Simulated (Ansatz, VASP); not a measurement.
# Cross-check of In2O3 between VASP and Ansatz, part 2 of 2

One calculation is typed for both programs; each brings its own data sets and cutoff. How far apart do they land?

VASP 6.6.1 and Ansatz 0.2.0.

So far. Step 2 (Ansatz: single point, PBEsol): The run ends at a pressure of 2.05 GPa, with forces up to 0.16 eV/Å. Step 3 (VASP: single point, PBEsol): The run ends at a pressure of 2.53 GPa, with forces up to 0.17 eV/Å.

## 5. Ansatz: relaxation of cell and atoms, LDA

Level of this step: Ansatz beside VASP: Kohn-Sham DFT, plane waves, LDA (Ansatz).

The relaxed volume is the usual yardstick between codes: its relative difference is about their pressure difference at one cell divided by the bulk modulus. The cell compared in this pair holds 124.21 Å³, against 126.11 Å³ for the pair before.

The cell is taken from a series of VASP runs on this material, whose earlier steps may have relaxed, scaled or displaced it; both programs get it as it stands.

Contents of input.yaml:

```yaml
crystal:
  lattice:
    - [2.7343825363, 1.5786964934, 4.7957532747]
    - [-2.7343825363, 1.5786964934, 4.7957532747]
    - [0.0, -3.1573929867, 4.7957532747]
  atoms:
    - { symbol: In, position: [0.8576504713, 0.8576504713, 0.8576504713] }
    - { symbol: In, position: [0.6423495287, 0.6423495287, 0.6423495287] }
    - { symbol: In, position: [0.1423495287, 0.1423495287, 0.1423495287] }
    - { symbol: In, position: [0.3576504713, 0.3576504713, 0.3576504713] }
    - { symbol: O, position: [0.0455193181, 0.75, 0.4544806819] }
    - { symbol: O, position: [0.75, 0.4544806819, 0.0455193181] }
    - { symbol: O, position: [0.4544806819, 0.0455193181, 0.75] }
    - { symbol: O, position: [0.9544806819, 0.25, 0.5455193181] }
    - { symbol: O, position: [0.25, 0.5455193181, 0.9544806819] }
    - { symbol: O, position: [0.5455193181, 0.9544806819, 0.25] }
hamiltonian:
  xc: lda
  pseudopotentials: { kind: paw }
kpoints:
  mp_grid: { grid: [6, 6, 6] }
scf:
  occupations: { method: gaussian, width: 0.03 }
relax:
  f_tol: 0.01
  max_steps: 60
  cell: { stress_tol: 0.05 }
output:
  forces: true
  stress: true
  write_density: true
  write_potential: true
  elf: true
  volumetric_format: npy
```

Command:

```
> ansatz run input.yaml --threads 4 --pin off --max-ram 9216MiB --backend cpu --events-out ev --progress --plain --runs-dir out
```

Numbers of over 12 decimals in the logs are rounded to 6 here.

The program printed:

```text
[...]
Crystal: 10 atoms, lattice volume = 124.213 Å³
Basis set: ecut = 420 eV, 2417 PW (Γ)
Bands: 54, of which v1, the nominal top of the filled ones, is band 44 counted from 1 (43 counted from 0)
Symmetry: 12 space group operations
[...]
k-points: 32 of 216
[...]
- { symbol: In, position: [0.142344, 0.142344, 0.142344] }
    - { symbol: In, position: [0.357656, 0.357656, 0.357656] }
    - { symbol: O, position: [0.045548, 0.75, 0.454452] }
    - { symbol: O, position: [0.750000, 0.454452, 0.045548] }
    - { symbol: O, position: [0.454452, 0.045548, 0.750000] }
    - { symbol: O, position: [0.954452, 0.250000, 0.545548] }
    - { symbol: O, position: [0.250000, 0.545548, 0.954452] }
    - { symbol: O, position: [0.545548, 0.954452, 0.250000] }
[key lines of the parts left out:]
SCF converged after 4 iterations
Free energy (F): -25161.368452 eV
Fermi energy:    9.534837 eV
P = ⅓ Tr σ = -0.0239 GPa (-0.239 kbar)
```

Wall time 25 s (4 threads of Arm Neoverse N1, shared host); peak memory 0.56 GiB; 93 s of CPU time.

## 6. VASP: relaxation of cell and atoms, LDA

The same cell, functional (in two slightly different forms), mesh and smearing now go to VASP, with its own data sets and cutoff.

Contents of INCAR:

```
SYSTEM = In2O3
PREC = Accurate
ENCUT = 560
EDIFF = 1E-07
NELM = 100
ISMEAR = 0
SIGMA = 0.03
LREAL = .FALSE.
ALGO = Normal
GGA = CA
NBANDS = 54
LORBIT = 11
LWAVE = .FALSE.
LCHARG = .FALSE.
KPAR = 8
IBRION = 2
NSW = 50
ISIF = 3
EDIFFG = -0.002
```

Contents of POSCAR:

```
In2O3
1.0
    2.7343825363      1.5786964934      4.7957532747
   -2.7343825363      1.5786964934      4.7957532747
    0.0000000000     -3.1573929867      4.7957532747
In O
4 6
Direct
    0.8576504713      0.8576504713      0.8576504713
    0.6423495287      0.6423495287      0.6423495287
    0.1423495287      0.1423495287      0.1423495287
    0.3576504713      0.3576504713      0.3576504713
    0.0455193181      0.7500000000      0.4544806819
    0.7500000000      0.4544806819      0.0455193181
    0.4544806819      0.0455193181      0.7500000000
    0.9544806819      0.2500000000      0.5455193181
    0.2500000000      0.5455193181      0.9544806819
    0.5455193181      0.9544806819      0.2500000000
```

Contents of KPOINTS:

```
Automatic mesh
0
Gamma
6 6 6
0 0 0
```

Potentials, in the order of the species: In_d and O (LDA family, release 64).

Command:

```
> mpirun -np 8 vasp_std
```

The program printed:

```text
[banner, memory and clock lines left out]
running    8 mpi-ranks, on    1 nodes
[...]
[... a notice as in an earlier step ...]

 LDA part: xc-table for (Slater(with rela. corr.)+CA(PZ))
 , standard interpolation
 POSCAR, INCAR and KPOINTS ok, starting setup
[...]
entering main loop
       N       E                     dE             d eps       ncg     rms          rms(c)
DAV:   1     0.129307565133E+04    0.12931E+04   -0.43283E+04  3550   0.249E+03
DAV:   2     0.202290434349E+03   -0.10908E+04   -0.10443E+04  3550   0.674E+02
DAV:   3    -0.507353469335E+02   -0.25303E+03   -0.24488E+03  3782   0.284E+02
DAV:   4    -0.728886677594E+02   -0.22153E+02   -0.21945E+02  4712   0.893E+01
[...]
DAV:  12    -0.636683048330E+02    0.20164E-04   -0.20839E-04  5568   0.993E-02    0.240E-02
DAV:  13    -0.636683042212E+02    0.61183E-06   -0.17579E-05  5146   0.411E-02    0.508E-03
DAV:  14    -0.636683041534E+02    0.67777E-07   -0.72385E-07  3904   0.618E-03
   1 F= -.63668304E+02 E0= -.63668304E+02  d E =-.636683E+02
[...]
reached required accuracy - stopping structural energy minimisation
```

From OUTCAR (step 6):

```text
  Total       -0.0065415     -0.0065415     -0.0028135      0.0000000     -0.0000000      0.0000000
  in kB       -0.0843764     -0.0843764     -0.0362903      0.0000000     -0.0000000      0.0000000
  external PRESSURE =      -0.0683477 kB  Pullay stress =       0.0000000 kB

 POSITION                                       TOTAL-FORCE (eV/Angst)
 -----------------------------------------------------------------------------------
      0.00000      0.00000     12.33924         0.000000     -0.000000     -0.000604
      0.00000      0.00000      9.24165         0.000000      0.000000      0.000604
      0.00000      0.00000      2.04802         0.000000      0.000000      0.000604
      0.00000      0.00000      5.14561         0.000000     -0.000000     -0.000604
     -1.92632     -0.17909      5.99469        -0.000082     -0.000142     -0.000000
      0.80806      1.75779      5.99469        -0.000082      0.000142     -0.000000
      1.11826     -1.57870      5.99469         0.000164     -0.000000     -0.000000
      1.92632      0.17909      8.39257         0.000082      0.000142     -0.000000
     -0.80806     -1.75779      8.39257         0.000082     -0.000142     -0.000000
     -1.11826      1.57870      8.39257        -0.000164     -0.000000     -0.000000
 -----------------------------------------------------------------------------------
    total drift:                               -0.000000      0.000000     -0.000000

  FREE ENERGIE OF THE ION-ELECTRON SYSTEM (eV)
  ---------------------------------------------------
  free  energy   TOTEN  =       -63.6683041534 eV

  energy  without entropy=      -63.6683041534  energy(sigma->0) =      -63.66830415

 reached required accuracy - stopping structural energy minimisation

[... 1 part as in an earlier step ...]

[... 2 further parts left out ...]
[key lines of the parts left out:]
E-fermi :   5.6459
```

## 7. Side by side

What differs besides the data sets and the points named for the pairs above, as far as they apply: the two LDA forms differ slightly; both relaxations stop at a tolerance, which leaves soft axes loose, and VASP keeps its plane-wave basis; the cutoff is 420 eV in Ansatz and 560 eV in VASP; VASP's log shows a relativistic correction to its local exchange, Ansatz's none; Ansatz adds a Pulay correction to the stress that steers its cell, VASP none. Total energies have different zeros and are not compared.

The two programs side by side:

| quantity | Ansatz | VASP | difference |
| --- | --- | --- | --- |
| volume (Å³) | 123.78 | 124.21 | -0.35 % |
| edge a after relaxation, in the typed setting (Å) | 5.735 | 5.742 | -0.11 % |

The walks stopped with -0.02 GPa left in Ansatz and -0.01 GPa in VASP; each walk ends within a tolerance, so the volume difference is uncertain by about these residues over the bulk modulus, most in soft cells.

## 8. VASP: relaxation, LDA

This run makes the geometry at which the two programs are then compared. The cell compared in this pair holds 120.49 Å³, against 124.21 Å³ for the pair before.

Edit INCAR of step 6 so:

```diff
@@ -17,3 +17,3 @@
 NSW = 50
-ISIF = 3
+ISIF = 4
 EDIFFG = -0.002
```

Edit POSCAR of step 6 so:

```diff
@@ -2,5 +2,5 @@
 1.0
-    2.7343825363      1.5786964934      4.7957532747
-   -2.7343825363      1.5786964934      4.7957532747
-    0.0000000000     -3.1573929867      4.7957532747
+    2.7067606222      1.5627489738      4.7473080102
+   -2.7067606222      1.5627489738      4.7473080102
+    0.0000000000     -3.1254979476      4.7473080102
 In O
```

KPOINTS is that of step 6.

Command:

```
> mpirun -np 8 vasp_std
```

The program printed:

```text
[... set-up lines as in an earlier step ...]
 entering main loop
       N       E                     dE             d eps       ncg     rms          rms(c)
DAV:   1     0.131946920557E+04    0.13195E+04   -0.43400E+04  3522   0.253E+03
DAV:   2     0.205593936574E+03   -0.11139E+04   -0.10639E+04  3568   0.688E+02
DAV:   3    -0.503266371656E+02   -0.25592E+03   -0.24767E+03  3758   0.287E+02
DAV:   4    -0.729334992357E+02   -0.22607E+02   -0.22404E+02  4698   0.907E+01
[...]
DAV:  13    -0.635927654770E+02    0.65432E-05   -0.45231E-05  5042   0.650E-02    0.465E-03
DAV:  14    -0.635927655661E+02   -0.89032E-07   -0.17531E-06  4480   0.903E-03    0.218E-03
DAV:  15    -0.635927655553E+02    0.10754E-07   -0.12528E-07  2638   0.220E-03
   1 F= -.63592766E+02 E0= -.63592766E+02  d E =-.635928E+02
[... from here on, the cycles between the ionic steps are left out ...]
   2 F= -.63595004E+02 E0= -.63595004E+02  d E =-.223886E-02
   3 F= -.63596767E+02 E0= -.63596767E+02  d E =-.400181E-02
   4 F= -.63596845E+02 E0= -.63596845E+02  d E =-.407954E-02
   5 F= -.63597166E+02 E0= -.63597166E+02  d E =-.320892E-03
   6 F= -.63597180E+02 E0= -.63597180E+02  d E =-.334598E-03
   7 F= -.63597196E+02 E0= -.63597196E+02  d E =-.167390E-04
   8 F= -.63597207E+02 E0= -.63597207E+02  d E =-.275617E-04
[...]
reached required accuracy - stopping structural energy minimisation
```

Parts of OUTCAR (step 8):

```text
  Total        4.2794851      4.2794851      4.2807600      0.0000000      0.0000000      0.0000000
  in kB       56.9068261     56.9068261     56.9237798      0.0000000      0.0000000      0.0000000
  external PRESSURE =      56.9124774 kB  Pullay stress =       0.0000000 kB

 POSITION                                       TOTAL-FORCE (eV/Angst)
 -----------------------------------------------------------------------------------
      0.00000      0.00000     12.14660        -0.000000     -0.000000     -0.000325
      0.00000      0.00000      9.07333         0.000000     -0.000000      0.000325
      0.00000      0.00000      2.00002         0.000000     -0.000000      0.000325
      0.00000      0.00000      5.07329        -0.000000     -0.000000     -0.000325
     -1.91492     -0.18073      5.89442        -0.000272     -0.000471      0.000000
      0.80094      1.74873      5.89442        -0.000272      0.000471      0.000000
      1.11397     -1.56800      5.89442         0.000544     -0.000000      0.000000
      1.91492      0.18073      8.25219         0.000272      0.000471      0.000000
     -0.80094     -1.74873      8.25219         0.000272     -0.000471      0.000000
     -1.11397      1.56800      8.25219        -0.000544     -0.000000      0.000000
 -----------------------------------------------------------------------------------
    total drift:                                0.000000     -0.000000     -0.000000

  FREE ENERGIE OF THE ION-ELECTRON SYSTEM (eV)
  ---------------------------------------------------
  free  energy   TOTEN  =       -63.5972072509 eV

  energy  without entropy=      -63.5972072509  energy(sigma->0) =      -63.59720725

[... 2 parts as in an earlier step ...]

[... 2 further parts left out ...]
[key lines of the parts left out:]
E-fermi :   6.0286
```

## 9. Ansatz: single point, LDA, volume scaled by 0.97

The same cell, functional (in two slightly different forms), mesh and smearing now go to Ansatz, which takes its cutoff from its data sets.

The structure compared here is the end of the VASP relaxation.

Contents of input.yaml:

```yaml
crystal:
  lattice:
    - [2.71586295, 1.5680042, 4.71553975]
    - [-2.71586295, 1.5680042, 4.71553975]
    - [0.0, -3.13600841, 4.71553975]
  atoms:
    - { symbol: In, position: [0.85862234, 0.85862234, 0.85862234] }
    - { symbol: In, position: [0.64137766, 0.64137766, 0.64137766] }
    - { symbol: In, position: [0.14137766, 0.14137766, 0.14137766] }
    - { symbol: In, position: [0.35862234, 0.35862234, 0.35862234] }
    - { symbol: O, position: [0.04491333, 0.75, 0.45508667] }
    - { symbol: O, position: [0.75, 0.45508667, 0.04491333] }
    - { symbol: O, position: [0.45508667, 0.04491333, 0.75] }
    - { symbol: O, position: [0.95508667, 0.25, 0.54491333] }
    - { symbol: O, position: [0.25, 0.54491333, 0.95508667] }
    - { symbol: O, position: [0.54491333, 0.95508667, 0.25] }
hamiltonian:
  xc: lda
  pseudopotentials: { kind: paw }
kpoints:
  mp_grid: { grid: [6, 6, 6] }
scf:
  occupations: { method: gaussian, width: 0.03 }
  n_extra_bands: 6
output:
  forces: true
  stress: true
  eigenvalues: true
```

Command:

```
> ansatz run input.yaml --threads 4 --pin off --max-ram 9216MiB --backend cpu --events-out ev --progress --plain --runs-dir out
```

The program printed:

```text
[...]
Crystal: 10 atoms, lattice volume = 120.486 Å³
Basis set: ecut = 420 eV, 2355 PW (Γ)
Bands: 50, of which v1, the nominal top of the filled ones, is band 44 counted from 1 (43 counted from 0)
Symmetry: 12 space group operations
[...]
k-points: 32 of 216
[...]
k-point 0: bands = [... 40 lower, 9.0371, 9.0371, 9.3080, 9.3080, 10.7780, 14.8072, 15.8010, 16.5714, ... 2 higher]
  k-point 1: bands = [... 40 lower, 9.0777, 9.1011, 9.1437, 9.2652, 11.6383, 15.1541, 15.6650, 16.3031, ... 2 higher]
  k-point 2: bands = [... 40 lower, 8.6972, 8.7888, 9.1815, 9.3326, 13.0724, 15.4131, 15.4978, 15.6592, ... 2 higher]
  k-point 31: bands = [... 40 lower, 9.1200, 9.1200, 9.1200, 9.1200, 13.8901, 13.8901, 16.7440, 16.7440, ... 2 higher]
[key lines of the parts left out:]
SCF converged after 7 iterations
Free energy (F): -25161.318453 eV
Fermi energy:    10.055846 eV
P = ⅓ Tr σ = 4.9307 GPa (49.307 kbar)
```

It took 6 s on 4 threads; peak memory 0.51 GiB; 22 s of CPU time.

The run ends at a pressure of 4.93 GPa, with forces up to 0.0039 eV/Å.

## 10. Side by side

Compared:

| quantity | Ansatz | VASP | difference |
| --- | --- | --- | --- |
| pressure (GPa) | 4.93 | 5.69 | -0.76 |
| pressure without Ansatz's Pulay correction (GPa) | 3.98 | 5.69 | -1.71 |
| gap on the k mesh (eV) | 1.445 | 1.468 | -0.023 |

At this near-relaxed geometry the largest component of a force difference is 4 meV/Å. A gap on the mesh is an upper bound, since the band edges may lie between its points. Ansatz's pressure holds a Pulay correction of 0.95 GPa; VASP's holds none.

## 11. Summary of results

```json
{
 "r.m.s. force difference (single point, PBEsol)": "6.9 meV/Å",
 "difference in volume (relaxation of cell and atoms, LDA)": "-0.35 %",
 "difference in gap on the k mesh (single point, LDA, volume scaled by 0.97)": "-0.023 eV",
 "difference in pressure (single point, LDA, volume scaled by 0.97)": "-0.76 GPa"
}
```

**Reading.** The difference in pressure is -0.76 GPa (single point, LDA, volume scaled by 0.97), within the 1 GPa picked in this series as the mark of a large difference. Such differences can come from data sets, numerical settings and the points named under the comparisons, not from the functional's error against experiment.

[Lines on the potential files, build, host, timing and source positions are cut from VASP's logs without a mark.]

[Logs are printed without paths, hosts, clocks, repeated set-up lines and the standing remarks that a program may print on its own settings, such as how far it seeks lower states.]

[Hosts, paths, dates, database ids (printed as entryN), source tags and the programs' standing remarks are cut or masked in the printed files.]
